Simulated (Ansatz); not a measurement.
Crystal: SnO.

```
Sn O
1.0
     3.81370    0.00000    0.00000
     0.00000    3.81370    0.00000
     0.00000    0.00000    4.88691
Sn O
2 2
Direct
  0.50000 0.00000 0.76463
  0.00000 0.50000 0.23537
  0.00000 0.00000 0.00000
  0.50000 0.50000 0.00000
```

The cell is a database's computed one.

* Program: Ansatz 0.2.0
* Task: relaxation of cell and atoms
* Functional: LDA
* Potentials or basis: Ansatz PAW
* Cutoff: 420 eV (not typed: the program's choice for these potentials)
* k mesh: 7 × 7 × 6
* Occupations: fermi-dirac, width 0.05 eV
* Spin: no spin polarisation

At the start: volume 17.77 Å³/atom.

Task: Where does the relaxation end?

Result: It ends after 8 steps and the volume is 16.53 Å³/atom (-7.0 %); space group P4/nmm (No. 129, to 0.05 Å).

The path:
```csv
step,energy change (eV),largest force (eV/Å),volume (Å³)
1,0.0000,0.2352,71.08
2,-0.0506,0.2314,65.51
3,-0.0506,0.1537,66.79
4,-0.0524,0.0061,66.72
5,-0.0526,0.0016,66.66
6,-0.0401,0.0013,66.66
7,-0.0429,0.0006,66.12
8,-0.0407,0.0010,66.12
```

Final structure:
```yaml
crystal:
  lattice:
    - [3.76697, 0.00000, 0.00000]
    - [0.00000, 3.76697, 0.00000]
    - [0.00000, 0.00000, 4.65946]
  atoms:
    - { symbol: Sn, position: [0.50000, 0.00000, 0.75432] }
    - { symbol: Sn, position: [0.00000, 0.50000, 0.24568] }
    - { symbol: O, position: [0.00000, 0.00000, 0.00000] }
    - { symbol: O, position: [0.50000, 0.50000, 0.00000] }
```

Caveat: the plane-wave basis is chosen anew once the cell has moved, so the energies of steps on either side of that aren't comparable; the pressure holds a Pulay correction of +0.7 GPa for the finite cutoff; the PAW data sets come from PBE, with cores solved anew for the run's functional, which leaves a small shift of forces and pressure.
